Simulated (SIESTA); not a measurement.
Crystal: LiF (Griceite).

```
F Li
1.0
     0.00000    2.01400    2.01400
     2.01400    0.00000    2.01400
     2.01400    2.01400    0.00000
F Li
1 1
Direct
  0.50000 0.50000 0.50000
  0.00000 0.00000 0.00000
```

Base run:

| Property | Result |
| --- | --- |
| Program | SIESTA 5.4.2 |
| Functional | BLYP |
| Potentials or basis | PseudoDojo 0.4 standard (PBE files) |
| Basis | DZP (energy shift 0.003 Ry; two zetas on semicore shells) |
| Grid cutoff | 800 Ry |
| Energy shift | 0.003 Ry |
| k mesh | 11 × 11 × 11 |
| Occupations | fermi-dirac, width 0.05 eV |
| Spin | no spin polarisation |

Its results: band gap on the k mesh 9.18 eV, direct; pressure 4.4 GPa.

Question: After a change of settings the same cell gave: band gap on the k mesh 9.11 eV, direct; pressure 2.2 GPa. Which change was it?
A. functional from BLYP to AM05; potentials or basis from PseudoDojo 0.4 standard (PBE files) to PseudoDojo 0.4 standard (PBEsol files)
B. functional from BLYP to PBEsol; potentials or basis from PseudoDojo 0.4 standard (PBE files) to PseudoDojo 0.4 standard (PBEsol files)
C. functional from BLYP to vdW-DF-cx

Answer: C.

Caveats: the potentials were made for another functional, which shifts forces and pressure; the basis of atomic orbitals isn't converged, which shifts pressures, moduli and gaps.

Not every run made on this cell is shown here.
